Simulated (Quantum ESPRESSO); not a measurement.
A run of Quantum ESPRESSO 7.5 is set up as follows.

File pw.in:

```
&CONTROL
  calculation = 'scf'
  prefix = 'pwscf'
  outdir = './tmp'
  pseudo_dir = './pseudo'
  tprnfor = .true.
  tstress = .true.
  disk_io = 'nowf'
/
&SYSTEM
  ibrav = 0
  nat = 1
  ntyp = 1
  ecutwfc = 55
  ecutrho = 440
  nbnd = 9
  occupations = 'smearing'
  smearing = 'fd'
  degauss = 0.00367493
/
&ELECTRONS
  conv_thr = 2d-10
  electron_maxstep = 120
  mixing_beta = 0.5
/
ATOMIC_SPECIES
Br    79.9040 br_pbe_v1.4.uspp.F.UPF
CELL_PARAMETERS angstrom
  -1.3708610000    1.4282190000    3.5071040000
   1.5439400000   -1.4350240000    3.5786800000
   1.3437790000    1.4079430000   -3.5098120000
ATOMIC_POSITIONS crystal
Br     0.0120770000    0.0047410000    0.0189630000
K_POINTS automatic
13 13 13 0 0 0
```

Potentials or basis: SSSP 1.3 efficiency PBE.

Launch:

```bash
$ OMP_NUM_THREADS=1 pw.x -in pw.in > pw.out
```

Question: Estimate the band gap on the k mesh.

Answer: None (metal or under the smearing width).

Question: Predict the pressure.

Answer: 1.0 GPa.

Stress tensor (GPa, compression positive):
```
-0.09  0.10 -0.24
 0.10  1.19  0.00
-0.24  0.00  1.89
```

Caveat: an odd number of electrons without spin polarisation forces a metal; a magnetic or distorted state may lie lower.
